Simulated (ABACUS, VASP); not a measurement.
# Fe: equilibrium volume by level of theory

```cif
data_structure
_symmetry_space_group_name_H-M 'Im-3m'
_symmetry_Int_Tables_number 229
_cell_length_a 2.8860
_cell_length_b 2.8860
_cell_length_c 2.8860
_cell_angle_alpha 90.000
_cell_angle_beta 90.000
_cell_angle_gamma 90.000
_cell_volume 24.04
loop_
_atom_site_label
_atom_site_type_symbol
_atom_site_symmetry_multiplicity
_atom_site_Wyckoff_symbol
_atom_site_fract_x
_atom_site_fract_y
_atom_site_fract_z
_atom_site_occupancy
Fe1 Fe 2 a 0.00000 0.00000 0.00000 1
```

```csv
rung,level,program and potentials,cutoff (eV),k mesh,smearing,task,equilibrium volume (Å³/atom),miss,notes
LDA,LDA,"VASP, LDA PAW files Fe, 600 eV",600,13 × 13 × 13,fermi-dirac 0.05,relaxation of cell and atoms,10.38,-11.8 %,8 valence electrons an atom on average
GGA,BLYP,"ABACUS, Ansatz NC PBE, plane waves",1225,10 × 10 × 10,fermi-dirac 0.05,relaxation of cell and atoms,11.66,-0.9 %,potentials made for PBE; 16 valence electrons an atom on average
GGA + dispersion,BLYP+D3(BJ),"VASP, PBE PAW files Fe, 600 eV",600,13 × 13 × 13,fermi-dirac 0.05,relaxation of cell and atoms,11.10,-5.7 %,potentials made for PBE; 8 valence electrons an atom on average
GGA + dispersion,BLYP+D4,"VASP, PBE PAW files Fe, 600 eV",600,13 × 13 × 13,fermi-dirac 0.05,relaxation of cell and atoms,(a),?,potentials made for PBE; 8 valence electrons an atom on average
GGA,PBE,"VASP, PBE PAW files Fe, 600 eV",600,13 × 13 × 13,fermi-dirac 0.05,relaxation of cell and atoms,11.30,-4.0 %,8 valence electrons an atom on average
GGA,PBEsol,"VASP, PBE PAW files Fe, 600 eV",600,13 × 13 × 13,fermi-dirac 0.05,relaxation of cell and atoms,10.79,-8.3 %,potentials made for PBE; 8 valence electrons an atom on average
GGA,PW91,"ABACUS, Ansatz NC PBE, plane waves",1225,10 × 10 × 10,fermi-dirac 0.05,relaxation of cell and atoms,11.19,-4.9 %,potentials made for PBE; 16 valence electrons an atom on average
GGA,RPBE,"ABACUS, GBRV ultrasoft 1.5 PBE, plane waves",544,10 × 10 × 10,fermi-dirac 0.05,relaxation of cell and atoms,11.61,-1.4 %,potentials made for PBE; 16 valence electrons an atom on average
GGA,RPBE,"VASP, PBE PAW files Fe, 600 eV",600,13 × 13 × 13,fermi-dirac 0.05,relaxation of cell and atoms,(b),?,potentials made for PBE; 8 valence electrons an atom on average
meta-GGA,r2SCAN,"VASP, PBE PAW files Fe, 520 eV",520,13 × 13 × 13,fermi-dirac 0.05,equation of state,11.75,-0.2 %,potentials made for PBE
meta-GGA,r2SCAN,"VASP, PBE PAW files Fe, 600 eV",600,13 × 13 × 13,methfessel-paxton 0.1,relaxation of cell and atoms,(c),?,potentials made for PBE; 8 valence electrons an atom on average
meta-GGA,rSCAN,"VASP, PBE PAW files Fe, 600 eV",600,13 × 13 × 13,methfessel-paxton 0.1,relaxation of cell and atoms,11.70,-0.6 %,potentials made for PBE; 8 valence electrons an atom on average
```

All rows: collinear spin, ferromagnetic start. Smearing widths are in eV. For a metal such meshes aren't converged. Meshes differ between rows, which moves values too. Meshes are those of the run's cell of 1 atom unless a note names another. Relaxations start from the cell shown or near it and stop with a little pressure left. The cell shown, of 12.02 Å³ an atom, is the runs' start and not the measured value. Misses use the values as printed. Runs on faulty files, with rough fits or with known faults for this quantity aren't shown. No row holds spin-orbit coupling.

Measured: 11.77 Å³/atom (pmc:2430951, doi:10.1186/1467-4866-9-5). The runs are for a static lattice.

Question: Estimate the values left out from the other rows.

Answer: (a) 11.24 Å³/atom, miss -4.5 %; (b) 11.72 Å³/atom, miss -0.4 %; (c) 11.74 Å³/atom, miss -0.3 %.
